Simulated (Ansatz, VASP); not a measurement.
**Two plane-wave programs on W**

INCAR

```
ALGO = Normal ; EDIFF = 1E-7
ENCUT = 520 ; GGA = PE
ISIF = 2 ; ISMEAR = 0
LASPH = True ; LCHARG = False
LREAL = False ; LWAVE = False
NBANDS = 13 ; NELM = 80
PREC = Accurate ; SIGMA = 0.1
```

The input KPOINTS:

```
k-points
0
Gamma
  18 18 18
```

Contents of POSCAR:

```
W
1.0
    0.0000000000      2.0836606287      2.0836606287
    2.0836606287      0.0000000000      2.0836606287
    2.0836606287      2.0836606287      0.0000000000
W
1
Direct
    0.0000000000      0.0000000000      0.0000000000
```

Input for Ansatz:

```yaml
crystal:
  lattice:
    - [0.0, 2.0836606287, 2.0836606287]
    - [2.0836606287, 0.0, 2.0836606287]
    - [2.0836606287, 2.0836606287, 0.0]
  atoms:
    - { symbol: W, position: [0.0, 0.0, 0.0] }
basis:
  ecutwfc: 420
kpoints:
  mp_grid: { grid: [18, 18, 18] }
hamiltonian:
  xc: pbe
scf:
  occupations: { method: gaussian, width: 0.1 }
output:
  forces: true
  stress: true
  eigenvalues: true
```

Alike in both runs: task single point; functional PBE; k mesh 18 × 18 × 18; occupations gaussian, width 0.1 eV; no spin polarisation.

|  | VASP | Ansatz |
| --- | --- | --- |
| version | VASP 6.6.1 | Ansatz 0.2.0 |
| potentials or method | VASP PAW PBE potentials, release 64 (W_sv) | scalar-relativistic, plane waves, PAW |
| plane-wave cutoff (eV) | 520 | 420 |
| valence electrons in the cell | 14 | 14 |

```csv
,VASP,Ansatz,Ansatz less VASP
gap on the k mesh at the Fermi level (eV),none,none,-
pressure (GPa),-22.1,-22.3,-0.21
```

A gap of «none» marks a metal or a gap that the smearing closes.

Caveats: so large a pressure means that the cell lies far from this level's equilibrium, or that cutoff or potentials fall short (VASP). The runs have no spin-orbit coupling, so splittings on W are missing.
